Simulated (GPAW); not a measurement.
The system is TiB2.

```
CELL_PARAMETERS angstrom
3.02920 0.00000 0.00000
-1.51460 2.62336 0.00000
0.00000 0.00000 3.22840
ATOMIC_POSITIONS crystal
Ti 0.00000 0.00000 0.00000
B 0.66667 0.33333 0.50000
B 0.33333 0.66667 0.50000
```

```yaml
Program: GPAW 26.7.0
Task: single point
Functional: PBEsol
Potentials_or_basis: PAW data sets generated in the run's folder for this functional
Cutoff: 800 eV
Basis: pw
k_mesh: 10 × 10 × 8
Occupations: fermi-dirac, width 0.05 eV
Spin: no spin polarisation
```

On this cell: pressure -4.6 GPa; largest force under 0.003 eV/Å; band gap on the k mesh none (metal or under the smearing width).

The same run follows on a disturbed copy (atoms moved at random, drawn with an rms of 0.05 Å):

```
Ti B
1.0
     3.02920    0.00000    0.00000
    -1.51460    2.62336    0.00000
     0.00000    0.00000    3.22840
Ti B
1 2
Direct
  0.99663 0.98608 0.98473
  0.65640 0.31348 0.50274
  0.33149 0.66649 0.49409
```

Q: What does the disturbed cell give?

A: The energy (extrapolated to zero smearing) moves by +13.2 meV/atom; pressure -4.0 GPa; largest force 0.951 eV/Å; band gap on the k mesh none (metal or under the smearing width).

Forces on the atoms (eV/Å):
```
Ti  -0.204  0.139  0.626
B    0.045  0.785 -0.467
B    0.160 -0.924 -0.158
```

Stress tensor (GPa, compression positive):
```
-4.61  0.06 -0.16
 0.06 -1.78  0.09
-0.16  0.09 -5.54
```
